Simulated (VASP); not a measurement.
ZnS (Wurtzite-2H), 4 atoms in the cell. The structure is hexagonal, space group P6_3mc (No. 186). Conventional cell: a = 3.798 Å, b = 3.798 Å, c = 6.240 Å, α = 90.00°, β = 90.00°, γ = 120.00°. Zn (site symmetry 3m) has 4 S at 2.33 Å as nearest neighbours. Around S (site symmetry 3m) lie 4 Zn at 2.33 Å. 

```yaml
Program: VASP 6.6.1
Task: relaxation of cell and atoms
Functional: PBE
Dispersion: D3(BJ)
Potentials_or_basis: VASP PAW PBE potentials, release 64 (Zn, S)
Cutoff: 600 eV
k_mesh: 9 × 9 × 5
Occupations: gaussian, width 0.03 eV
Spin: no spin polarisation
Further_INCAR_settings: ALGO = Normal; EDIFF = 1e-07; IBRION = 2; EDIFFG = -0.005; NSW = 90; ISIF = 3
```

Potentials or basis: VASP PAW PBE potentials, release 64 (Zn, S).

Launch:

```console
$ cat potpaw_PBE.64/Zn/POTCAR potpaw_PBE.64/S/POTCAR > POTCAR
$ mpirun -np 1 vasp_std > vasp.out
```

Hardware: 1 thread of Intel(R) Xeon(R) Platinum 8488C (Sapphire Rapids), on a shared host.

Problem. Estimate the wall time of this run.

Solution. Wall time 74 s on 1 thread of Intel(R) Xeon(R) Platinum 8488C (Sapphire Rapids) (shared host), peak memory 0.23 GiB. Counts: scf iterations 15, k points 36, ion steps 1.
